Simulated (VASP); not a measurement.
Set up this calculation in VASP 6.6.1, as the native input.

```
Task                   : relaxation of shape and atoms at fixed volume
Functional             : PBE
Potentials or basis    : VASP PAW PBE potentials, release 64 (Ti)
Cutoff                 : 300 eV
k mesh                 : 8 × 8 × 4
Occupations            : methfessel-paxton, width 0.1 eV
Spin                   : no spin polarisation
Further INCAR settings : ALGO = Normal; EDIFF = 1e-07; IBRION = 2; EDIFFG = -0.01; NSW = 40; ISIF = 4
```

The structure of Ti lies in POSCAR:

```
Ti                                      
1.0
    2.8667639129      0.0000000000      0.0000000000
   -1.4333819565      2.4826903753      0.0000000000
    0.0000000000      0.0000000000      4.5125570376
  Ti            
     2
Direct
     0.3333333332999970    0.6666666667000030    0.2500000000000000
     0.6666666667000030    0.3333333332999970    0.7500000000000000
```

The cell isn't the ideal one: a relaxed cell with its volume scaled by 0.94.

These files were run (other wordings do the same):

INCAR

```
SYSTEM = Ti
ALGO     = Normal         ! electronic algorithm
EDIFF    = 1E-7           ! SCF threshold, eV
EDIFFG   = -0.01          ! ionic threshold
ENCUT    = 300            ! plane-wave cutoff, eV
GGA      = PE             ! functional
IBRION   = 2              ! ionic algorithm
ISIF     = 4              ! what is computed and relaxed
ISMEAR   = 1              ! smearing method
LASPH    = .TRUE.         ! aspherical terms in the spheres
LCHARG   = .FALSE.        ! write CHGCAR
LREAL    = .FALSE.        ! projectors in reciprocal space
LWAVE    = .FALSE.        ! write WAVECAR
NELM     = 80             ! most SCF steps
NSW      = 40             ! ionic steps
PREC     = Accurate       ! precision mode
SIGMA    = 0.1            ! smearing width, eV
```

KPOINTS

```
k-points
0
G
  8 8 4
  0 0 0
```

Potentials or basis: VASP PAW PBE potentials, release 64 (Ti).

Run with:

```sh
$ cat potpaw_PBE.64/Ti/POTCAR > POTCAR
$ mpirun -np 1 vasp_std > vasp.out
```

It gave:

```yaml
Energy_gained_by_relaxing: 0.0 meV/atom
Ionic_steps: 2
Pressure_after_relaxing: 8.3 GPa
Band_gap_on_the_k_mesh: none (metal or under the smearing width)
```

Run time: 3.5 s on 1 thread of Intel(R) Xeon(R) 6975P-C (Granite Rapids) (shared host), peak memory 0.11 GiB.
